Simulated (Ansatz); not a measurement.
Start from LiBr in the rock salt structure (space group Fm-3m, No. 225; a = 5.511 Å).

Levels (all Ansatz, a quantum-chemistry and plane-wave program, PAW): PBE (420 eV, without spin-orbit coupling); PBEsol (420 eV, no spin-orbit coupling).

Levels that relaxed their own cell: PBE and PBEsol.

```
level   lattice parameter a
------  -------------------
PBE                 5.511 Å
PBEsol              5.411 Å
```

Measured: lattice parameter a 5.459 Å (0 K or low temperature; as listed in Klaus Doll, Hermann Stoll, Phys. Rev. B (1998)).

Computed minus measured — lattice parameter a: PBE +1.0 %, PBEsol -0.9 %. Measured values not marked as corrected hold thermal and zero-point effects that the static-lattice runs lack.

Whether these cells are dynamically stable was not tested.
